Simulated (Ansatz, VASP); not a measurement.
**KTaO3: VASP beside Ansatz**

INCAR

```
PREC = Accurate
ENCUT = 520
EDIFF = 1E-6
ISMEAR = 0
SIGMA = 0.02
LREAL = False
LASPH = True
NELM = 80
ALGO = Normal
ISIF = 2
LWAVE = False
LCHARG = True
GGA = PE
LELF = True
LVHAR = True
NBANDS = 27
```

File KPOINTS:

```
regular mesh
0
Gamma
  8 8 8
```

POSCAR

```
KTaO3
1.0
    4.1542881465      0.0000000000      0.0000000000
    0.0000000000      4.1542881465      0.0000000000
    0.0000000000      0.0000000000      4.1542881465
K Ta O
1 1 3
Direct
    0.5000000000      0.5000000000      0.5000000000
    0.0000000000      0.0000000000      0.0000000000
    0.5000000000      0.0000000000      0.0000000000
    0.0000000000      0.5000000000      0.0000000000
    0.0000000000      0.0000000000      0.5000000000
```

Input for Ansatz:

```yaml
crystal:
  lattice:
    - [4.1542881465, 0.0, 0.0]
    - [0.0, 4.1542881465, 0.0]
    - [0.0, 0.0, 4.1542881465]
  atoms:
    - { symbol: K, position: [0.5, 0.5, 0.5] }
    - { symbol: Ta, position: [0.0, 0.0, 0.0] }
    - { symbol: O, position: [0.5, 0.0, 0.0] }
    - { symbol: O, position: [0.0, 0.5, 0.0] }
    - { symbol: O, position: [0.0, 0.0, 0.5] }
basis:
  ecutwfc: 420
kpoints:
  mp_grid: { grid: [8, 8, 8] }
hamiltonian:
  xc: pbe
scf:
  occupations: { method: gaussian, width: 0.02 }
output:
  forces: true
  stress: true
  eigenvalues: true
  write_density: true
  write_potential: true
  elf: true
  volumetric_format: npy
```

Alike in both runs: task single point; functional PBE; k mesh 8 × 8 × 8; occupations gaussian, width 0.02 eV; no spin polarisation.

|  | VASP | Ansatz |
| --- | --- | --- |
| version | VASP 6.6.1 | Ansatz 0.2.0 |
| potentials or method | VASP PAW PBE potentials, release 64 (K_sv, Ta_pv, O) | scalar-relativistic, plane waves, PAW |
| plane-wave cutoff (eV) | 520 | 420 |
| valence electrons in the cell | 38 | 40 |

```csv
,VASP,Ansatz,Ansatz less VASP
gap on the k mesh at the Fermi level (eV),1.89,1.93,+0.039
least direct gap on the mesh (eV),2.53,2.57,+0.033
pressure (GPa),-14.1,-14.5,-0.34
```

The two sets of potentials don't hold the same shells in valence.

Caveats: spin-orbit coupling is left out, which moves the levels of the heavy elements. A hybrid or GW would open this gap; PBE tends to underestimate it. A k mesh can miss the band edges.
